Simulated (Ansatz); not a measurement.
# Cu: energy above lowest point and pressure against volume per atom

Results calculated with Ansatz 0.2.0 development build, not measured. Equation of state of a cubic crystal from periodic Kohn-Sham density functional theory without spin; pressure corrected for the finite basis.

Cell of the first row (space group Fd-3m, No. 227):
```
CELL_PARAMETERS angstrom
0.00000 2.62210 2.62210
2.62210 0.00000 2.62210
2.62210 2.62210 0.00000
ATOMIC_POSITIONS crystal
Cu 0.00000 0.00000 0.00000
Cu 0.25000 0.25000 0.25000
```

Settings of every row: formula Cu; structure type diamond; functional PBE; spin treatment none; k mesh 18x18x18; occupation method fermi-dirac; occupation width 0.061225619 eV; wave cutoff 420 eV; datasets soft-1 PAW; density cutoff ratio 4.

Limits: a cubic model structure, not a phase known at ambient conditions.

| row | volume per atom (Å³) | energy above lowest point (meV/atom) | pressure (GPa) |
| --- | --- | --- | --- |
| 1 | 18.028 | 12.68 | 3.854 |
| 2 | 18.412 | 5.25 | 2.378 |
| 3 | 18.795 | ? | ? |
| 4 | 19.179 | 0 | -0.085 |
| 5 | 19.562 | 1.45 | -1.108 |
| 6 | 19.946 | 5.2 | -2.012 |
| 7 | 20.329 | 10.99 | -2.811 |

Question: what energy above lowest point and pressure should row 3 give?

Worked fit of energy above lowest point. Take u = (V_r/V)^(2/3) − 1 with V_r = 19.37 Å³ an atom, which is twice the finite (Eulerian) strain; such expansions in the strain, on which the Birch-Murnaghan equation of state is built, carry the rest volume and the bulk modulus. The shown rows have u = 0.04903, 0.03439, 0.00663, -0.00655, -0.01935, -0.0317. Least squares give energy above lowest point = 0.417 − 110.3 × u + 7162.7 × u² + 3836 × u³ meV/atom; a parabola predicts inner rows, each left out in turn, worse (root mean square 0.078 against 0.0064 meV/atom). The rows lie off it by 0.00, 0.00, 0.00, 0.00, -0.01, 0.00. Its lowest point lies at u = 0.0077, or V = 19.15 Å³ an atom, and the curvature there gives the bulk modulus at fixed shape and fractions, B = (4/9)(1 + u)² E″(u)/V = 54.8 GPa. The withheld row has u = 0.02029, so the fit gives 0.417 − 110.3 × (0.02029) + 7162.7 × (0.02029)² + 3836 × (0.02029)³ = 1.16 meV/atom.

The calculation gave 1.16 meV/atom. The fit meets it to the printed digit.

Worked fit of pressure. Take u = (V_r/V)^(2/3) − 1 with V_r = 19.37 Å³ an atom, which is twice the finite (Eulerian) strain; such expansions in the strain, on which the Birch-Murnaghan equation of state is built, carry the rest volume and the bulk modulus. The shown rows have u = 0.04903, 0.03439, 0.00663, -0.00655, -0.01935, -0.0317. Least squares give pressure = −0.6105 + 77.513 × u + 263.92 × u² + 252.8 × u³ GPa; a parabola predicts inner rows, each left out in turn, worse (root mean square 0.0051 against 0.0018 GPa). The rows lie off it by 0.000, 0.000, 0.000, -0.001, 0.001, 0.000. The pressure vanishes at u = 0.0077, or V = 19.15 Å³ an atom, and there the bulk modulus at fixed shape and fractions is B = −V dP/dV = (2/3)(1 + u) dP/du = 54.8 GPa. The withheld row has u = 0.02029, so the fit gives −0.6105 + 77.513 × (0.02029) + 263.92 × (0.02029)² + 252.8 × (0.02029)³ = 1.073 GPa.

The calculation gave 1.071 GPa. The fit lies 0.002 GPa (0.03 % of the column's range) above it; its largest miss of a shown row is 0.001 GPa.
